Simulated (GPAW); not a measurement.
Runs of GPAW 26.7.0 on MgO. Symmetry: Fm-3m, No. 225, cubic system. The conventional cell has a = 4.194 Å, b = 4.194 Å, c = 4.194 Å, α = 90.00°, β = 90.00°, γ = 90.00°. Mg (site symmetry m-3m) is surrounded by 6 O at 2.10 Å. Around O (site symmetry m-3m) lie 6 Mg at 2.10 Å. The cell is a database's computed one.

| task | level | potentials or basis | cell | k mesh | cutoff (eV) | band path | band points | optimizer | fmax | max steps | grid spacing | gap on the mesh (eV) | pressure (GPa) | relaxed volume (Å³/atom) |
| --- | --- | --- | --- | --- | --- | --- | --- | --- | --- | --- | --- | --- | --- | --- |
| band structure | OLYP+D4 | PAW data sets generated in the run's folder for this functional, lcao:dzp | as given | 11 × 11 × 11 | - | GXWKGLUWLK,UX | 60 | - | - | - | 0.18 Å | 5.04 | - | - |
| single point | AM05 | PAW data sets generated in the run's folder for this functional, pw | as given | 11 × 11 × 11 | 800 | - | - | - | - | - | - | (c) | (a) | - |
| single point | LDA | the program's PAW data sets (release 1.2.1) made for this functional, pw | as given | 11 × 11 × 11 | 800 | - | - | - | - | - | - | 4.80 | -3.7 | - |
| single point | PBE | GPAW PAW data sets (gpaw-data 1.2.1), pw | as given | 11 × 11 × 11 | 800 | - | - | - | - | - | - | 4.89 | 7.0 | - |
| relaxation of cell and atoms | LDA | the program's PAW data sets (release 1.2.1) made for this functional, pw | relaxed | 11 × 11 × 11 | 800 | - | - | FIRE | 0.02 eV/Å | 40 | - | 5.04 | 0.3 | 9.00 |
| band structure | r2SCAN | GPAW PAW data sets (gpaw-data 1.2.1), pw | as given | 9 × 9 × 9 | 800 | GXWKGLUWLK,UX | 100 | - | - | - | - | 5.80 | 2.0 | - |
| band structure | PBE | PAW data sets generated in the run's folder for this functional, pw | as given | 9 × 9 × 9 | 800 | GXWKGLUWLK,UX | 100 | - | - | - | - | 4.89 | 7.0 | - |
| band structure | BEEF-vdW | GPAW PAW data sets (gpaw-data 1.2.1), pw | as given | 9 × 9 × 9 | 800 | GXWKGLUWLK,UX | 60 | - | - | - | - | 5.24 | - | - |
| single point | r2SCAN | GPAW PAW data sets (gpaw-data 1.2.1), pw | as given | 11 × 11 × 11 | 800 | - | - | - | - | - | - | 5.80 | 2.0 | - |
| relaxation of cell and atoms | PBEsol | PAW data sets generated in the run's folder for this functional, pw | relaxed | 11 × 11 × 11 | 800 | - | - | BFGS | 0.02 eV/Å | 60 | - | 4.60 | 0.0 | 9.40 |
| single point | optB88-vdW | GPAW PAW data sets (gpaw-data 1.2.1), pw | as given | 11 × 11 × 11 | 800 | - | - | - | - | - | - | (b) | - | - |

Alike in all rows: no spin polarisation; smearing fermi-dirac 0.05 eV.

Fill in the values left out.

(a) 3.7; (b) 5.15; (c) 4.86.

Caveats: an odd mesh through Γ misses points on the zone boundary, where band edges often lie (some runs); the PAW data sets were made with another functional, which shifts forces and pressure a little (some runs); later steps reuse the first step's grids (some runs); the real-space grid adds noise to forces (some runs); the basis of atomic orbitals isn't converged, which shifts pressures, moduli and gaps (some runs).

Not every run made on this cell is shown here.
